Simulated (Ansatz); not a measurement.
Trial structure of Ca₂O, not yet relaxed:

```cif
data_structure
_symmetry_space_group_name_H-M 'C2'
_symmetry_Int_Tables_number 5
_cell_length_a 5.1778
_cell_length_b 5.9141
_cell_length_c 3.9302
_cell_angle_alpha 90.000
_cell_angle_beta 101.576
_cell_angle_gamma 90.000
_cell_volume 117.90
loop_
_atom_site_label
_atom_site_type_symbol
_atom_site_symmetry_multiplicity
_atom_site_Wyckoff_symbol
_atom_site_fract_x
_atom_site_fract_y
_atom_site_fract_z
_atom_site_occupancy
Ca1 Ca 4 c 0.39216 0.10784 0.71567 1
O1 O 2 b 0.50000 0.78433 0.50000 1
```

Computed with DFT PBE, scalar-relativistic, plane waves, PAW in Ansatz. Plane waves to 420 eV, a k mesh through Γ of 6×6×6 on the computed 3-atom cell and Gaussian smearing (0.10 eV); no spin polarisation.

The zero of energy is the elements' standard structures at the same level (O₂ as a molecule); no fitted shifts are applied.

Q: What does a single point on this coarse mesh give?

A: The pressure is 14.9 GPa (the mean over three directions, positive in compression), the largest force is 6.00 eV/Å, and the energy is +0.07 eV/atom against the elements. The shortest distance is 2.21 Å.

Q: How much does it gain on relaxing, and where does it end?

A: Relaxing gains about 1.8 eV/atom (the start's value is from the coarse mesh, so the gain is rough) in 37 ionic steps and ends at −1.77 eV/atom on the finer mesh. The symmetry goes from C2 (No. 5) to P-4m2 (No. 115). The volume per atom grows by 39.7 %, from 19.7 to 27.5 Å³. The shortest distance goes from 2.21 Å (Ca–O and Ca–Ca) to 2.26 Å (Ca–O). Conventional cell: a = 3.779 Å, c = 5.769 Å. Ca has 2 O at 2.26 Å and 8 Ca at 3.64–3.78 Å; O has 4 Ca at 2.26 Å.

The last run used a 12×12×8 mesh (in the run's order of axes) for its 3-atom cell and Gaussian smearing of 0.10 eV. The relaxation can't lower the symmetry of the start. A structure relaxed within its symmetry needn't be a true minimum.
